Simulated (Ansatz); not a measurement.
Input and command of a plane-wave DFT calculation in Ansatz:

```yaml
crystal:
  lattice:
    - [-1.6079833, 1.6079833, 1.5366934]
    - [1.6079833, -1.6079833, 1.5366934]
    - [1.6079833, 1.6079833, -1.5366934]
  atoms:
    - { symbol: Pt, position: [0.0, 0.0, 0.0] }
basis:
  ecutwfc: 300.0
kpoints:
  mp_grid: { grid: [12, 12, 12] }
hamiltonian:
  xc: pbe
scf:
  occupations: { method: gaussian, width: 0.15 }
output:
  forces: true
  stress: true
  eigenvalues: true
```

```bash
ansatz run input.yaml --threads 1 --pin off --max-ram 2560MiB --backend cpu --events-out ev --progress --plain --runs-dir out
```

Processor: Intel(R) Xeon(R) 6975P-C (Granite Rapids), 1 thread, on a host shared with other jobs.

Task: How long does it run, and how much memory does it take?

Result: About 0.72 s on 1 thread of Intel(R) Xeon(R) 6975P-C (Granite Rapids) (shared host), peak memory 0.3 GiB. It solves 13 bands at 163 k points (the mesh reduced by the symmetry that the task leaves, which can be less than the crystal's) with about 193 plane waves, in 6 SCF iterations.
